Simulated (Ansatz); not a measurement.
# ZnS (Wurtzite-2H) (P6_3mc) in Ansatz: notebook

Aim: see how the results for ZnS (Wurtzite-2H) move with the level of theory and the settings. Levels: RPBE, revPBE, BLYP, LDA. Tasks: band structure, elastic constants.

Program: Ansatz 0.2.0. These are calculated values, not measurements. Logs are shortened: lines on timing, memory, paths and dates and some standing lists are left out, and cuts for length are marked.

**Experimental background.**

A printed reference work, monograph reports, for a bulk crystal of ZnS at 4 K: band gap 3.911 eV (direct).

The runs below are set against these values where they give the same quantity.

### 1 The structure

The structure is hexagonal, space group P6_3mc (No. 186). Conventional cell: a = 3.811 Å, b = 3.811 Å, c = 6.234 Å, α = 90.00°, β = 90.00°, γ = 120.00°. Around Zn (site symmetry 3m) lie 4 S at 2.31 to 2.40 Å. S (site symmetry 3m) is surrounded by 4 Zn at 2.31 to 2.40 Å.

### 2 Band structure, RPBE

Input file input.yaml:

```yaml
crystal:
  lattice:
    - [3.811, 0.0, 0.0]
    - [-1.9055, 3.3004228138, 0.0]
    - [0.0, 0.0, 6.234]
  atoms:
    - { symbol: Zn, position: [0.6666666667, 0.3333333333, 0.5] }
    - { symbol: Zn, position: [0.3333333333, 0.6666666667, 0.0] }
    - { symbol: S, position: [0.6666666667, 0.3333333333, 0.885] }
    - { symbol: S, position: [0.3333333333, 0.6666666667, 0.385] }
hamiltonian:
  xc: rpbe
  pseudopotentials: { kind: paw }
kpoints:
  mp_grid: { grid: [8, 8, 5] }
  band_path:
    path:
      - [[0.0, 0.0, 0.0], [0.5, 0.0, 0.0], [0.3333333333, 0.3333333333, 0.0], [0.0, 0.0, 0.0], [0.0, 0.0, 0.5], [0.5, 0.0, 0.5], [0.3333333333, 0.3333333333, 0.5], [0.0, 0.0, 0.5]]
      - [[0.5, 0.0, 0.5], [0.5, 0.0, 0.0]]
      - [[0.3333333333, 0.3333333333, 0.0], [0.3333333333, 0.3333333333, 0.5]]
    npoints: 14
scf:
  occupations: { method: fermi_dirac, width: 0.05 }
  n_extra_bands: 10
output:
  forces: true
  stress: true
  eigenvalues: true
  fatbands: true
```

Potentials or basis: Ansatz PAW.

Run with:

```console
$ ansatz run input.yaml --threads 2 --pin off --max-ram 5632MiB --backend cpu --events-out ev --progress --plain --runs-dir out
```

Log:

```text
Warning: RAYON_NUM_THREADS=2 ignored (pool sized by the plan → 2); use --threads N
scf.n_extra_bands = 10 over 18 filled bands (N_el = 36.0): the run solves 28 bands
Engine: ansatz 0.2.0, x86_64-unknown-linux-gnu
Pseudopotentials: kind: paw
Pseudopotential: Zn, paw, valence charge 12, recommended cutoff 420 eV (normal), Zn.paw.azcp
Pseudopotential: S, paw, valence charge 6, recommended cutoff 420 eV (normal), S.paw.azcp
Functional definition: RPBE
  parameter kappa = 0.804
  parameter beta = 0.06672455060314922
  exchange = rpbe_x(kappa = kappa, mu = beta*pi^2/3)
  correlation = pbe_c(beta = beta)
Crystal: 4 atoms, lattice volume = 78.411 Å³
Basis set: ecut = 420 eV, 1521 PW (Γ), exchange–correlation on 54×54×90 points (8 copies of the dense FFT grid, shifted against one another)
Bands: 28, of which v1, the nominal top of the filled ones, is band 18 counted from 1 (17 counted from 0)
Symmetry: 12 space group operations
Space group: P63mc (ITA 186), of the structure as read, at distance tolerance 4.3e-5 Å
k-points: 30 of 320 (time reversal used)
Non-local potential: Zn, projectors of the file, l = 0: 2, l = 1: 2, l = 2: 3, l = 3: 1
Non-local potential: S, projectors of the file, l = 0: 2, l = 1: 2, l = 2: 2
PAW form: soft (Blöchl's): semilocal exchange-correlation on the pseudo side does not see the compensation charge
PAW frozen core: Zn, regenerated for the run's functional, and the local potential with it (the file was generated under x = pbe(κ = 0.804, μ = 0.2195149727645171), c = pbe(β = 0.06672455060314922))
PAW frozen core: S, regenerated for the run's functional, and the local potential with it (the file was generated under x = pbe(κ = 0.804, μ = 0.2195149727645171), c = pbe(β = 0.06672455060314922))
PAW one-centre angular grid: Zn, 590 points (default); XC on 64 Gauss nodes
PAW one-centre angular grid: S, 110 points (default); XC on 64 Gauss nodes
Initial density: superposition of atomic densities (neutral atoms: chi_scale 0, normalization atom), corrected by the library's trained network
Initial wavefunctions: pseudopotential atomic-orbital guess
Functional: x = rpbe, c = pbe(β = 0.06672455060314922)
SCF iter   1: F=—  HF=-8463.155739 eV  |F-HF|=—  |Δ(HF+E_count)|=         —  Δρ=3.93e-3  dr2=6.68e-3  ethr=1.77e-3  ⟨swp⟩=6.3  Hψ=4106  notcnv=0  defer=26
preconditioner: auto → Resta (q_TF=auto, 2.396 Å⁻¹)  ε∞=4.6  [insulator: Δε(μ)=2.426 eV  Ē_g=13.177 eV  σ=0.050 eV  W_gap=1.00  n_scr=22 (ndim 8)  ℏωp=25.2 eV  f_vac=0.040  D(μ)=0.00/eV (n_scr^D=0)  ε∞_Penn≈4.6]
SCF iter   2: F=—  HF=-8463.154599 eV  |F-HF|=—  |Δ(HF+E_count)|=   1.14e-3  Δρ=1.30e-3  dr2=1.18e-3  ethr=1.85e-5  ⟨swp⟩=2.1  Hψ=1747  notcnv=0  defer=78
SCF iter   3: F=—  HF=-8463.154520 eV  |F-HF|=—  |Δ(HF+E_count)|=   7.89e-5  Δρ=9.43e-4  dr2=5.14e-4  ethr=3.29e-6  ⟨swp⟩=2.1  Hψ=1127  notcnv=0  defer=78
SCF iter   4: F=—  HF=-8463.154734 eV  |F-HF|=—  |Δ(HF+E_count)|=   2.14e-4  Δρ=4.24e-4  dr2=1.53e-4  ethr=1.43e-6  ⟨swp⟩=1.0  Hψ=749  notcnv=0  defer=78
SCF iter   5: F=—  HF=-8463.154814 eV  |F-HF|=—  |Δ(HF+E_count)|=   7.95e-5  Δρ=1.05e-4  dr2=1.31e-5  ethr=4.24e-7  ⟨swp⟩=2.5  Hψ=1149  notcnv=0  defer=78
SCF iter   6: F=—  HF=-8463.154759 eV  |F-HF|=—  |Δ(HF+E_count)|=   5.52e-5  Δρ=1.76e-5  dr2=4.13e-7  ethr=3.63e-8  ⟨swp⟩=2.0  Hψ=1288  notcnv=0  defer=78
SCF iter   7: F=-8463.154761 eV  HF=-8463.154761 eV  |F-HF|=6.77e-8  |Δ(HF+E_count)|=   2.05e-6  Δρ=6.15e-6  dr2=3.69e-8  ethr=2.78e-10  ⟨swp⟩=9.3  Hψ=4340  notcnv=0
SCF 1 converged in 7 iterations: F = -8463.154761 eV  dr2 = 3.69e-8
NSCF: frozen V_eff on 129 k-points
SCF converged after 7 iterations
Free energy (F): -8463.154761 eV
Harris-Foulkes:  -8463.154761 eV  (|F-HF|=6.77e-8)
Internal energy: -8463.154761 eV  (E = F + TS)
E sigma→0 (E₀):  -8463.154761 eV
Fermi energy:    7.223355 eV
--- Per-component energies (eV) ---
  E_band       = 17.587999
  E_kinetic    = 477.106899
  E_local      = -4081.964658  (includes V_loc(G=0)·N_el)
  E_nonlocal   = 1284.711668
  E_hartree    = 1709.771899
  E_xc         = -470.286291
  E_vxc        = -278.413736  (∫ρ·V_xc dr)
  E_paw        = -4874.108990  (= ΣΔE_a)
  E_vpaw       = -803.392202  (= ΣTr[D̂ρ^β])
  E_aug_tail   = -0.000742  (compensation charges beyond the density's cutoff)
  E_ewald      = -2508.163419
  E_core_change = -0.221126  (= ΣΔE_core)
  E_smearing   = -0.000000  (= −TS)
  E_closure    = 0.000000  (closes the sum)
  Σ components = -8463.154761   (vs F -8463.154761, Δ=0.00e0)
--- Forces (eV/Å), atoms counted from 1 ---
  atom   1  Zn     0.00000000     0.00000000     0.32582305
  atom   2  Zn    -0.00000000    -0.00000000     0.32582305
  atom   3  S      0.00000000     0.00000000    -0.32583479
  atom   4  S      0.00000000    -0.00000000    -0.32583479
  max |Σ_I F_I| component: 2.35e-5 eV/Å
--- Stress (GPa, compression-positive) ---
        5.680171       0.000000       0.000000
       -0.000000       5.680171      -0.000000
        0.000000       0.000000       3.469719
  P = ⅓ Tr σ = 4.9434 GPa (49.434 kbar)
--- Band table (eV; the first three rows and the last of 30) ---
  k-point 0: bands = ["-7.2009", "-6.2870", "-0.3469", "-0.3469", "-0.2817", "-0.2817", "-0.2730", "0.1405", "0.1405", "0.2198", "0.2198", "0.3808", "0.8623", "5.1276", "5.1276", "5.9682", "5.9682", "5.9779", "8.3990", "9.0935", "12.3284", "12.3284", "12.6310", "13.6183", "13.6183", "15.4764", "16.0508", "16.0508"]
  k-point 1: bands = ["-7.1256", "-6.3890", "-0.3430", "-0.3430", "-0.2903", "-0.2903", "-0.2771", "0.0525", "0.1499", "0.1499", "0.2141", "0.2141", "1.5107", "5.2021", "5.2021", "5.2336", "5.8814", "5.8814", "9.0297", "9.2011", "12.3787", "12.3806", "12.3806", "13.3971", "13.3971", "14.8494", "16.4139", "16.4139"]
  k-point 2: bands = ["-6.9183", "-6.6386", "-0.3304", "-0.3304", "-0.3104", "-0.3104", "-0.2682", "-0.1864", "0.1727", "0.1727", "0.1972", "0.1972", "2.6236", "3.9270", "5.4024", "5.4024", "5.6613", "5.6613", "9.4806", "9.6374", "12.4642", "12.5807", "12.5807", "12.9555", "12.9555", "13.5570", "17.3740", "17.3740"]
  k-point 29: bands = ["-6.0552", "-6.0121", "-0.2091", "-0.1567", "-0.1512", "-0.0919", "0.0253", "0.0279", "0.1528", "0.1560", "0.4517", "0.4972", "1.2139", "1.3420", "2.8521", "3.3248", "4.5064", "4.7363", "10.5141", "10.8228", "12.1531", "12.5467", "13.1655", "13.7540", "15.4968", "15.6684", "16.9511", "17.0403"]
```

Run time: 23 s. Hardware: 2 threads of Intel Xeon at 2.50GHz (Skylake/Cascade Lake), shared host; peak memory 0.42 GiB.

Results:

```
Free energy             : -8463.1548 eV
Pressure                : 4.9 GPa
Largest force           : 0.326 eV/Å
Band gap on the k mesh  : 2.42 eV, direct
Band gap along the path : 2.42 eV, direct
```

Forces in eV/Å, atoms in the order of the input:
```
Zn   0.000  0.000  0.326
Zn   0.000  0.000  0.326
S    0.000  0.000 -0.326
S    0.000  0.000 -0.326
```

Levels at the corners of the path, in eV from the valence-band top:
```csv
point,band 15,band 16,band 17,band 18,band 19,band 20,band 21,band 22
Γ,-0.85,-0.01,-0.01,0.00,2.42,3.12,6.35,6.35
M,-3.12,-2.23,-1.53,-0.98,3.74,4.37,5.30,7.18
K,-3.82,-2.19,-2.19,-2.19,4.62,5.98,5.98,7.99
Γ,-0.85,-0.01,-0.01,0.00,2.42,3.12,6.35,6.35
A,-0.45,-0.45,-0.45,-0.45,3.64,3.64,6.77,6.77
L,-1.65,-1.65,-1.52,-1.52,3.75,3.75,5.23,5.23
H,-3.07,-3.07,-1.25,-1.25,4.63,4.63,6.63,6.63
A,-0.45,-0.45,-0.45,-0.45,3.64,3.64,6.77,6.77
L,-1.65,-1.65,-1.52,-1.52,3.75,3.75,5.23,5.23
M,-3.12,-2.23,-1.53,-0.98,3.74,4.37,5.30,7.18
K,-3.82,-2.19,-2.19,-2.19,4.62,5.98,5.98,7.99
H,-3.07,-3.07,-1.25,-1.25,4.63,4.63,6.63,6.63
```

Caveat: the PAW data sets come from PBE, with cores solved anew for the run's functional, which leaves a small shift of forces and pressure.

### 3 Band structure, revPBE

input.yaml, as its differences from that of step 2:

```diff
@@ -11,3 +11,3 @@
 hamiltonian:
-  xc: rpbe
+  xc: revpbe
   pseudopotentials: { kind: paw }
@@ -28,2 +28,2 @@
   eigenvalues: true
-  fatbands: true
+  fatbands: false
```

Potentials or basis: Ansatz PAW.

Run with:

```console
$ ansatz run input.yaml --threads 2 --pin off --max-ram 5632MiB --backend cpu --events-out ev --progress --plain --runs-dir out
```

Wall time 16 s (2 threads of Intel Xeon at 2.50GHz (Skylake/Cascade Lake), shared host); peak memory 0.42 GiB.

It converged, with:

```
Free energy             : -8458.0893 eV
Pressure                : 4.2 GPa
Largest force           : 0.324 eV/Å
Band gap on the k mesh  : 2.38 eV, direct
Band gap along the path : 2.38 eV, direct
```

Forces in eV/Å, atoms in the order of the input:
```
Zn   0.000  0.000  0.324
Zn   0.000  0.000  0.324
S    0.000  0.000 -0.324
S    0.000  0.000 -0.324
```

Stress tensor (GPa, compression positive):
```
4.96 0.00 0.00
0.00 4.96 0.00
0.00 0.00 2.79
```

Levels at the corners of the path, in eV from the valence-band top:
| point | band 16 | band 17 | band 18 | band 19 | band 20 | band 21 |
| --- | --- | --- | --- | --- | --- | --- |
| Γ | -0.01 | -0.01 | 0.00 | 2.38 | 3.08 | 6.33 |
| M | -2.24 | -1.54 | -0.98 | 3.71 | 4.34 | 5.26 |
| K | -2.19 | -2.19 | -2.19 | 4.58 | 5.96 | 5.96 |
| Γ | -0.01 | -0.01 | 0.00 | 2.38 | 3.08 | 6.33 |
| A | -0.45 | -0.45 | -0.45 | 3.60 | 3.60 | 6.75 |
| L | -1.65 | -1.52 | -1.52 | 3.72 | 3.72 | 5.20 |
| H | -3.08 | -1.25 | -1.25 | 4.61 | 4.61 | 6.58 |
| A | -0.45 | -0.45 | -0.45 | 3.60 | 3.60 | 6.75 |
| L | -1.65 | -1.52 | -1.52 | 3.72 | 3.72 | 5.20 |
| M | -2.24 | -1.54 | -0.98 | 3.71 | 4.34 | 5.26 |
| K | -2.19 | -2.19 | -2.19 | 4.58 | 5.96 | 5.96 |
| H | -3.08 | -1.25 | -1.25 | 4.61 | 4.61 | 6.58 |

Caveat: the PAW data sets come from PBE, with cores solved anew for the run's functional, which leaves a small shift of forces and pressure.

### 4 Band structure, BLYP

input.yaml, as its differences from that of step 3:

```diff
@@ -11,3 +11,3 @@
 hamiltonian:
-  xc: revpbe
+  xc: blyp
   pseudopotentials: { kind: paw }
@@ -29 +29,5 @@
   fatbands: false
+  write_density: true
+  write_potential: true
+  elf: true
+  volumetric_format: npy
```

Run with:

```console
$ ansatz run input.yaml --threads 2 --pin off --max-ram 5632MiB --backend cpu --events-out ev --progress --plain --runs-dir out
```

It took 16 s on 2 threads of Intel Xeon at 2.50GHz (Skylake/Cascade Lake), shared host; peak memory 0.45 GiB.

The run converged. Its results:

```yaml
Free_energy: -8473.5441 eV
Pressure: 6.2 GPa
Largest_force: 0.339 eV/Å
Band_gap_on_the_k_mesh: 2.23 eV, direct
Band_gap_along_the_path: 2.23 eV, direct
```

Forces in eV/Å, atoms in the order of the input:
```
Zn   0.000  0.000  0.339
Zn   0.000  0.000  0.339
S    0.000  0.000 -0.339
S    0.000  0.000 -0.339
```

Stress tensor (GPa, compression positive):
```
6.88 0.00 0.00
0.00 6.88 0.00
0.00 0.00 4.89
```

Levels at the corners of the path, in eV from the valence-band top:
| point | band 15 | band 16 | band 17 | band 18 | band 19 | band 20 | band 21 | band 22 |
| --- | --- | --- | --- | --- | --- | --- | --- | --- |
| Γ | -0.85 | -0.01 | -0.01 | 0.00 | 2.23 | 2.98 | 6.32 | 6.32 |
| M | -3.11 | -2.22 | -1.52 | -0.97 | 3.67 | 4.25 | 5.29 | 7.19 |
| K | -3.80 | -2.18 | -2.17 | -2.17 | 4.62 | 5.84 | 5.84 | 8.01 |
| Γ | -0.85 | -0.01 | -0.01 | 0.00 | 2.23 | 2.98 | 6.32 | 6.32 |
| A | -0.45 | -0.45 | -0.45 | -0.45 | 3.49 | 3.49 | 6.76 | 6.76 |
| L | -1.64 | -1.64 | -1.51 | -1.51 | 3.66 | 3.66 | 5.22 | 5.22 |
| H | -3.06 | -3.06 | -1.24 | -1.24 | 4.56 | 4.56 | 6.60 | 6.60 |
| A | -0.45 | -0.45 | -0.45 | -0.45 | 3.49 | 3.49 | 6.76 | 6.76 |
| L | -1.64 | -1.64 | -1.51 | -1.51 | 3.66 | 3.66 | 5.22 | 5.22 |
| M | -3.11 | -2.22 | -1.52 | -0.97 | 3.67 | 4.25 | 5.29 | 7.19 |
| K | -3.80 | -2.18 | -2.17 | -2.17 | 4.62 | 5.84 | 5.84 | 8.01 |
| H | -3.06 | -3.06 | -1.24 | -1.24 | 4.56 | 4.56 | 6.60 | 6.60 |

Caveat: the PAW data sets come from PBE, with cores solved anew for the run's functional, which leaves a small shift of forces and pressure.

### 5 Elastic constants, LDA

Input file input.yaml:

```yaml
crystal:
  lattice:
    - [3.811, 0.0, 0.0]
    - [-1.9055, 3.3004228138, 0.0]
    - [0.0, 0.0, 6.234]
  atoms:
    - { symbol: Zn, position: [0.6666666667, 0.3333333333, 0.5] }
    - { symbol: Zn, position: [0.3333333333, 0.6666666667, 0.0] }
    - { symbol: S, position: [0.6666666667, 0.3333333333, 0.885] }
    - { symbol: S, position: [0.3333333333, 0.6666666667, 0.385] }
hamiltonian:
  xc: lda
  pseudopotentials: { kind: paw }
kpoints:
  mp_grid: { grid: [6, 6, 4] }
scf:
  occupations: { method: fixed }
output:
  forces: true
  stress: true
elastic:
  mode: relaxed_ion
  stencil: two_point
```

Run with:

```console
$ ansatz run input.yaml --threads 2 --pin off --max-ram 5632MiB --backend cpu --events-out ev --progress --plain --runs-dir out
```

Run time: 4.2 min. Hardware: 2 threads of Intel Xeon at 2.50GHz (Skylake/Cascade Lake), shared host; peak memory 0.4 GiB.

It converged, with:

| Property | Result |
| --- | --- |
| Free energy | -8234.8077 eV |
| Pressure | -4.1 GPa |
| Band gap on the k mesh | 1.96 eV, direct |
| Voigt bulk modulus | 68 GPa |

Stress tensor (GPa, compression positive):
```
-4.14  0.00  0.00
 0.00 -4.14  0.00
 0.00  0.00 -3.88
```

Levels at points of the mesh, in eV from the valence-band top:
| k point | band 15 | band 16 | band 17 | band 18 | band 19 | band 20 | band 21 | band 22 |
| --- | --- | --- | --- | --- | --- | --- | --- | --- |
| (0.00, 0.00, 0.00) | -0.92 | -0.07 | 0.00 | 0.00 | 1.96 | 2.86 | 6.12 | 6.12 |
| (0.00, 0.00, -0.50) | -0.48 | -0.48 | -0.48 | -0.48 | 3.33 | 3.33 | 6.58 | 6.58 |
| (0.00, -0.50, 0.00) | -3.34 | -2.28 | -1.73 | -0.90 | 3.44 | 4.07 | 4.94 | 6.75 |
| (0.00, -0.50, -0.50) | -1.65 | -1.65 | -1.64 | -1.64 | 3.33 | 3.33 | 5.05 | 5.05 |

Elastic tensor in Voigt notation (GPa, in the Cartesian axes of the cell as first typed):
```
119  47  34   0   0   0
 47 119  34   0   0   0
 34  34 140   0   0   0
  0   0   0  31   0   0
  0   0   0   0  31   0
  0   0   0   0   0  36
```

Caveat: the cell is more than 3 GPa from zero pressure, which shifts response properties; the PAW data sets come from PBE, with cores solved anew for the run's functional, which leaves a small shift of forces and pressure.

### 6 The runs side by side

```csv
task,level,k mesh,smearing,points for each segment of the path,atoms under strain,gap on the mesh (eV),pressure (GPa),largest force (eV/Å)
band structure,RPBE,8 × 8 × 5,fermi-dirac 0.05 eV,14,-,2.42,4.9,0.33
band structure,revPBE,8 × 8 × 5,fermi-dirac 0.05 eV,14,-,2.38,4.2,0.32
band structure,BLYP,8 × 8 × 5,fermi-dirac 0.05 eV,14,-,2.23,6.2,0.34
elastic constants,LDA,6 × 6 × 4,fixed,-,relaxed,1.96,-4.1,-
```

Alike in all rows: potentials or basis Ansatz PAW; no spin polarisation; cell as given; cutoff (eV) 420.

On the cell as given the gap runs from 1.96 eV (LDA) to 2.42 eV (RPBE); the meshes differ, which moves gaps too. The pressure there spans -4.1 GPa (LDA) to 6.2 GPa (BLYP); a positive pressure means that this level wants a larger cell, a negative one a smaller.

Caveats: the PAW data sets come from PBE, with cores solved anew for the run's functional, which leaves a small shift of forces and pressure; the cell is more than 3 GPa from zero pressure, which shifts response properties (some runs).

Total energies depend on the potentials used, so only differences within one code and one set of settings carry meaning.

### 7 Against experiment

Step 2. Against the measured gap of ZnS, 3.911 eV (direct; 4 K; a printed reference work, monograph), the calculated 2.42 eV is off by -1.49 eV. The value is that of RPBE, without temperature or zero-point motion. Semilocal functionals fall short of measured gaps as a rule.

Step 3. Measured gap of ZnS: 3.911 eV (direct; 4 K; a printed reference work, monograph). This calculation gives 2.38 eV (-1.54 eV). The value is that of revPBE, without temperature or zero-point motion. Semilocal functionals fall short of measured gaps as a rule.

Step 4. Measured gap of ZnS: 3.911 eV (direct; 4 K; a printed reference work, monograph). This calculation gives 2.23 eV (-1.69 eV). The value is that of BLYP, without temperature or zero-point motion. Semilocal functionals fall short of measured gaps as a rule.

Step 5. A measured gap of ZnS is 3.911 eV (direct; 4 K; a printed reference work, monograph); the calculated 1.96 eV misses it by -1.95 eV. The value is that of LDA, without temperature or zero-point motion. Semilocal functionals fall short of measured gaps as a rule.
